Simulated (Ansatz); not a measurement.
# GaP (F-43m) in Ansatz: convergence with scf convergence dr2 threshold

Aim: find how far scf convergence dr2 threshold must go before the results for GaP settle, at PBE. This setting moves, with any that are tied to it; all else stays.

All numbers are computed with Ansatz 0.2.0; they aren't measurements. Logs are shortened: lines on timing, memory, paths and dates and some standing lists are left out, and cuts for length are marked.

### Step 1. The structure

It takes space group F-43m (No. 216, cubic). The conventional cell has a = 5.451 Å, b = 5.451 Å, c = 5.451 Å, α = 90.00°, β = 90.00°, γ = 90.00°. Ga (site symmetry -43m) is surrounded by 4 P at 2.36 Å. Around P (site symmetry -43m) lie 4 Ga at 2.36 Å.

### Step 2. With scf convergence dr2 threshold 0.01

input.yaml

```yaml
crystal:
  lattice:
    - [0.0, 2.72525, 2.72525]
    - [2.72525, 0.0, 2.72525]
    - [2.72525, 2.72525, 0.0]
  atoms:
    - { symbol: Ga, position: [0.0, 0.0, 0.0] }
    - { symbol: P, position: [0.75, 0.75, 0.75] }
hamiltonian:
  xc: pbe
  pseudopotentials: { kind: paw }
kpoints:
  mp_grid: { grid: [7, 7, 7] }
scf:
  occupations: { method: gaussian, width: 0.1 }
  convergence: { dr2_threshold: 0.01 }
output:
  forces: true
  stress: true
  eigenvalues: true
```

Potentials or basis: Ansatz PAW.

Started as:

```console
ansatz run input.yaml --threads 2 --pin off --max-ram 5632MiB --backend cpu --events-out ev --progress --plain --runs-dir out
```

Standard output:

```text
Warning: scf.convergence.dr2_threshold = 1e-2 eV is looser than this run's default, which is 1e-7 eV or tighter. The error in the forces grows as the threshold's square root, so leave the key out unless less accurate forces are enough
Warning: output.stress: scf.convergence.dr2_threshold = 1e-2 eV is looser than the 2e-10 eV advised for a printed stress (1e-10 eV for each atom of the cell: 2). What an SCF threshold leaves in a stress goes as its square root, and in the free energy as the threshold itself, and one threshold admits the most on a small cell: of the crystals measured, under no hybrid functional and no lock of the moments, on runs that ended without the residual-converged pass, on stresses that held no estimate of that error, the worst erred by over 100 MPa in a component at 1e-7 eV an atom and by under 5 at 1e-10. Set scf.convergence.dr2_threshold to 2e-10 eV or tighter. The threshold is an SCF's pass mark: one that does not reach it within its budget of iterations ends unconverged, or closes short of it on a stop that the run arms, and scf.convergence.dr2_threshold's page says what that costs each kind of run
Warning: RAYON_NUM_THREADS=2 ignored (pool sized by the plan → 2); use --threads N
Engine: ansatz 0.2.0, x86_64-unknown-linux-gnu
Pseudopotentials: kind: paw
Pseudopotential: Ga, paw, valence charge 13, recommended cutoff 420 eV (normal), Ga.paw.azcp
Pseudopotential: P, paw, valence charge 5, recommended cutoff 420 eV (normal), P.paw.azcp
Functional definition: PBE
  parameter kappa = 0.804
  parameter beta = 0.06672455060314922
  exchange = pbe_x(kappa = kappa, mu = beta*pi^2/3)
  correlation = pbe_c(beta = beta)
Crystal: 2 atoms, lattice volume = 40.481 Å³
Basis set: ecut = 420 eV, 749 PW (Γ), exchange–correlation on 54×54×54 points (8 copies of the dense FFT grid, shifted against one another)
Bands: 13, of which v1, the nominal top of the filled ones, is band 9 counted from 1 (8 counted from 0)
Symmetry: 24 space group operations
Space group: F-43m (ITA 216), of the structure as read, at distance tolerance 3.4e-5 Å
k-points: 20 of 343 (time reversal used)
Non-local potential: Ga, projectors of the file, l = 0: 2, l = 1: 2, l = 2: 3, l = 3: 1
Non-local potential: P, projectors of the file, l = 0: 2, l = 1: 2, l = 2: 2
PAW form: soft (Blöchl's): semilocal exchange-correlation on the pseudo side does not see the compensation charge
PAW one-centre angular grid: Ga, 590 points (default); XC on 64 Gauss nodes
PAW one-centre angular grid: P, 110 points (default); XC on 64 Gauss nodes
Initial density: superposition of atomic densities (neutral atoms: chi_scale 0, normalization atom), corrected by the library's trained network
Initial wavefunctions: pseudopotential atomic-orbital guess
Functional: x = pbe(κ = 0.804, μ = 0.2195149727645171), c = pbe(β = 0.06672455060314922)
SCF iter   1: F=—  HF=-4539.545167 eV  |F-HF|=—  |Δ(HF+E_count)|=         —  Δρ=1.51e-3  dr2=1.18e-3  ethr=1.77e-3  ⟨swp⟩=6.2  Hψ=1698  notcnv=0
preconditioner: auto → none  [insulator: Δε(μ)=1.580 eV  Ē_g=15.508 eV  σ=0.100 eV  W_gap=1.00  n_scr=14 (ndim 8)  ℏωp=24.8 eV  f_vac=0.011  D(μ)=0.00/eV (n_scr^D=0)  ε∞_Penn≈3.5]
iter 2 did not close the SCF: its close was put off for the readings that it lacked (scf_convergence_deferred on its scf_iter line)
SCF iter   2: F=-4539.543800 eV  HF=-4539.544365 eV  |F-HF|=5.65e-4  |Δ(HF+E_count)|=   8.02e-4  Δρ=1.26e-3  dr2=4.32e-4  ethr=6.58e-6  ⟨swp⟩=2.4  Hψ=620  notcnv=0
iter 3 did not close the SCF: its close was put off for the readings that it lacked (scf_convergence_deferred on its scf_iter line)
SCF iter   3: F=-4539.544203 eV  HF=-4539.544173 eV  |F-HF|=2.99e-5  |Δ(HF+E_count)|=   1.91e-4  Δρ=4.26e-4  dr2=5.53e-5  ethr=2.40e-6  ⟨swp⟩=2.2  Hψ=414  notcnv=0
iter 4 did not close the SCF: its close was put off for the readings that it lacked (scf_convergence_deferred on its scf_iter line)
SCF iter   4: F=-4539.544212 eV  HF=-4539.544217 eV  |F-HF|=5.81e-6  |Δ(HF+E_count)|=   4.40e-5  Δρ=1.30e-4  dr2=4.44e-6  ethr=3.07e-7  ⟨swp⟩=2.0  Hψ=446  notcnv=0
iter 5 did not close the SCF: its close was put off for the readings that it lacked (scf_convergence_deferred on its scf_iter line)
SCF iter   5: F=-4539.544217 eV  HF=-4539.544217 eV  |F-HF|=3.45e-7  |Δ(HF+E_count)|=   2.10e-7  Δρ=2.85e-5  dr2=4.11e-7  ethr=2.47e-8  ⟨swp⟩=2.0  Hψ=450  notcnv=0
SCF iter   6: F=-4539.544218 eV  HF=-4539.544218 eV  |F-HF|=8.82e-9  |Δ(HF+E_count)|=   4.64e-7  Δρ=1.25e-5  dr2=3.60e-8  ethr=2.28e-9  ⟨swp⟩=2.2  Hψ=1115  notcnv=0
SCF 1 converged in 6 iterations: F = -4539.544218 eV  dr2 = 3.60e-8
SCF converged after 6 iterations
Free energy (F): -4539.544218 eV
Harris-Foulkes:  -4539.544218 eV  (|F-HF|=8.82e-9)
Internal energy: -4539.544218 eV  (E = F + TS)
E sigma→0 (E₀):  -4539.544218 eV
Fermi energy:    7.881076 eV
--- Per-component energies (eV) ---
  E_band       = -58.208780
  E_kinetic    = 186.331854
  E_local      = -2200.482275  (includes V_loc(G=0)·N_el)
  E_nonlocal   = 458.842068
  E_hartree    = 1017.570696
  E_xc         = -130.787591
  E_vxc        = -119.040557  (∫ρ·V_xc dr)
  E_paw        = -2558.373921  (= ΣΔE_a)
  E_vpaw       = -418.992159  (= ΣTr[D̂ρ^β])
  E_aug_tail   = -0.000104  (compensation charges beyond the density's cutoff)
  E_ewald      = -1312.644944
  E_smearing   = -0.000000  (= −TS)
  E_closure    = -0.000000  (closes the sum)
  Σ components = -4539.544218   (vs F -4539.544218, Δ=0.00e0)
--- Forces (eV/Å), atoms counted from 1 ---
  atom   1  Ga    -0.00000000     0.00000000    -0.00000000
  atom   2  P      0.00000000    -0.00000000    -0.00000000
  max |Σ_I F_I| component: 1.11e-16 eV/Å
--- Stress (GPa, compression-positive) ---
        2.509491       0.000000      -0.000000
        0.000000       2.509491       0.000000
       -0.000000       0.000000       2.509491
  P = ⅓ Tr σ = 2.5095 GPa (25.095 kbar)
--- Band table (eV; the first three rows and the last of 20) ---
  k-point 0: bands = ["-7.4458", "-7.4458", "-7.4458", "-7.3463", "-7.3463", "-5.4049", "7.0878", "7.0878", "7.0878", "8.9158", "10.9716", "10.9716", "10.9716"]
  k-point 1: bands = ["-7.4636", "-7.4399", "-7.4399", "-7.3463", "-7.3463", "-5.1414", "5.1360", "6.7992", "6.7992", "9.5384", "11.4059", "11.4059", "11.7780"]
  k-point 2: bands = ["-7.4992", "-7.4284", "-7.4284", "-7.3441", "-7.3441", "-4.4115", "2.6147", "6.3116", "6.3116", "9.1263", "11.8835", "11.8835", "14.0042"]
  k-point 19: bands = ["-7.5442", "-7.4071", "-7.3882", "-7.3610", "-7.3375", "-2.4563", "0.6014", "3.2078", "4.2914", "10.6251", "12.4022", "13.4391", "14.1339"]
```

Wall time 1.6 s (2 threads of Intel Xeon at 2.50GHz (Skylake/Cascade Lake), shared host); peak memory 0.31 GiB.

What came out:

```yaml
Free_energy: -4539.5442 eV
Pressure: 2.5 GPa
Band_gap_on_the_k_mesh: 1.59 eV, indirect (least direct gap 1.83 eV)
```

### Step 3. With scf convergence dr2 threshold 0.001

Changes to input.yaml since step 2:

```diff
@@ -15,3 +15,3 @@
   occupations: { method: gaussian, width: 0.1 }
-  convergence: { dr2_threshold: 0.01 }
+  convergence: { dr2_threshold: 0.001 }
 output:
```

Potentials or basis: Ansatz PAW.

Started as:

```console
ansatz run input.yaml --threads 2 --pin off --max-ram 5632MiB --backend cpu --events-out ev --progress --plain --runs-dir out
```

Wall time 1.4 s (2 threads of Intel Xeon at 2.50GHz (Skylake/Cascade Lake), shared host); peak memory 0.31 GiB.

What came out:

```yaml
Free_energy: -4539.5442 eV
Pressure: 2.5 GPa
Band_gap_on_the_k_mesh: 1.59 eV, indirect (least direct gap 1.83 eV)
```

### Step 4. With scf convergence dr2 threshold 0.0001

Changes to input.yaml since step 3:

```diff
@@ -15,3 +15,3 @@
   occupations: { method: gaussian, width: 0.1 }
-  convergence: { dr2_threshold: 0.001 }
+  convergence: { dr2_threshold: 0.0001 }
 output:
```

Started as:

```console
ansatz run input.yaml --threads 2 --pin off --max-ram 5632MiB --backend cpu --events-out ev --progress --plain --runs-dir out
```

Wall time 1.4 s (2 threads of Intel Xeon at 2.50GHz (Skylake/Cascade Lake), shared host); peak memory 0.31 GiB.

Results:

```yaml
Free_energy: -4539.5442 eV
Pressure: 2.5 GPa
Band_gap_on_the_k_mesh: 1.59 eV, indirect (least direct gap 1.83 eV)
```

### Step 5. With scf convergence dr2 threshold 1e-05

Changes to input.yaml since step 4:

```diff
@@ -15,3 +15,3 @@
   occupations: { method: gaussian, width: 0.1 }
-  convergence: { dr2_threshold: 0.0001 }
+  convergence: { dr2_threshold: 1.0e-05 }
 output:
```

Started as:

```console
ansatz run input.yaml --threads 2 --pin off --max-ram 5632MiB --backend cpu --events-out ev --progress --plain --runs-dir out
```

It took 1.3 s on 2 threads of Intel Xeon at 2.50GHz (Skylake/Cascade Lake), shared host; peak memory 0.31 GiB.

Results:

```
Free energy            : -4539.5442 eV
Pressure               : 2.5 GPa
Band gap on the k mesh : 1.59 eV, indirect (least direct gap 1.83 eV)
```

### Step 6. With scf convergence dr2 threshold 1e-06

Changes to input.yaml since step 5:

```diff
@@ -15,3 +15,3 @@
   occupations: { method: gaussian, width: 0.1 }
-  convergence: { dr2_threshold: 1.0e-05 }
+  convergence: { dr2_threshold: 1.0e-06 }
 output:
```

Potentials or basis: Ansatz PAW.

Started as:

```console
ansatz run input.yaml --threads 2 --pin off --max-ram 5632MiB --backend cpu --events-out ev --progress --plain --runs-dir out
```

It took 1.5 s on 2 threads of Intel Xeon at 2.50GHz (Skylake/Cascade Lake), shared host; peak memory 0.31 GiB.

It converged, with:

```
Free energy            : -4539.5442 eV
Pressure               : 2.5 GPa
Band gap on the k mesh : 1.59 eV, indirect (least direct gap 1.83 eV)
```

### Step 7. With scf convergence dr2 threshold 1e-07

Changes to input.yaml since step 6:

```diff
@@ -15,3 +15,3 @@
   occupations: { method: gaussian, width: 0.1 }
-  convergence: { dr2_threshold: 1.0e-06 }
+  convergence: { dr2_threshold: 1.0e-07 }
 output:
```

Started as:

```console
ansatz run input.yaml --threads 2 --pin off --max-ram 5632MiB --backend cpu --events-out ev --progress --plain --runs-dir out
```

Run time: 1.3 s. Hardware: 2 threads of Intel Xeon at 2.50GHz (Skylake/Cascade Lake), shared host; peak memory 0.31 GiB.

Results (log left out):

```
Free energy            : -4539.5442 eV
Pressure               : 2.5 GPa
Band gap on the k mesh : 1.59 eV, indirect (least direct gap 1.83 eV)
```

### Step 8. With scf convergence dr2 threshold 1e-09

Changes to input.yaml since step 7:

```diff
@@ -15,3 +15,3 @@
   occupations: { method: gaussian, width: 0.1 }
-  convergence: { dr2_threshold: 1.0e-07 }
+  convergence: { dr2_threshold: 1.0e-09 }
 output:
```

Started as:

```console
ansatz run input.yaml --threads 2 --pin off --max-ram 5632MiB --backend cpu --events-out ev --progress --plain --runs-dir out
```

It took 1.4 s on 2 threads of Intel Xeon at 2.50GHz (Skylake/Cascade Lake), shared host; peak memory 0.31 GiB.

It converged, with:

* Free energy: -4539.5442 eV
* Pressure: 2.5 GPa
* Band gap on the k mesh: 1.59 eV, indirect (least direct gap 1.83 eV)

### Step 9. With scf convergence dr2 threshold 1e-11

Changes to input.yaml since step 8:

```diff
@@ -15,3 +15,3 @@
   occupations: { method: gaussian, width: 0.1 }
-  convergence: { dr2_threshold: 1.0e-09 }
+  convergence: { dr2_threshold: 1.0e-11 }
 output:
```

Potentials or basis: Ansatz PAW.

Started as:

```console
ansatz run input.yaml --threads 2 --pin off --max-ram 5632MiB --backend cpu --events-out ev --progress --plain --runs-dir out
```

Wall time 1.7 s (2 threads of Intel Xeon at 2.50GHz (Skylake/Cascade Lake), shared host); peak memory 0.31 GiB.

The run converged. Its results:

```yaml
Free_energy: -4539.5442 eV
Pressure: 2.5 GPa
Band_gap_on_the_k_mesh: 1.59 eV, indirect (least direct gap 1.83 eV)
```

### Step 10. Summary

| scf convergence dr2 threshold | energy less the tightest run, at zero smearing (meV/atom) | SCF cycles | CPU time (s) | peak memory (GiB) |
| --- | --- | --- | --- | --- |
| 0.01 | 0.00 | 6 | 2.8 | 0.31 |
| 0.001 | 0.00 | 6 | 2.3 | 0.31 |
| 0.0001 | 0.00 | 6 | 2.4 | 0.31 |
| 1e-05 | 0.00 | 6 | 2.2 | 0.31 |
| 1e-06 | 0.00 | 6 | 2.6 | 0.31 |
| 1e-07 | 0.00 | 6 | 2.2 | 0.31 |
| 1e-09 | 0.00 | 8 | 2.5 | 0.31 |
| 1e-11 | 0.00 | 9 | 2.9 | 0.31 |

Against the tightest run, the energy stays within 1 meV/atom from 0.01 on. The tightest run that finished is the yardstick and may itself not be fully converged.

Caveats: odd divisions of the mesh miss points on the zone boundary, where band edges often lie, so the gap on the mesh can be too wide.
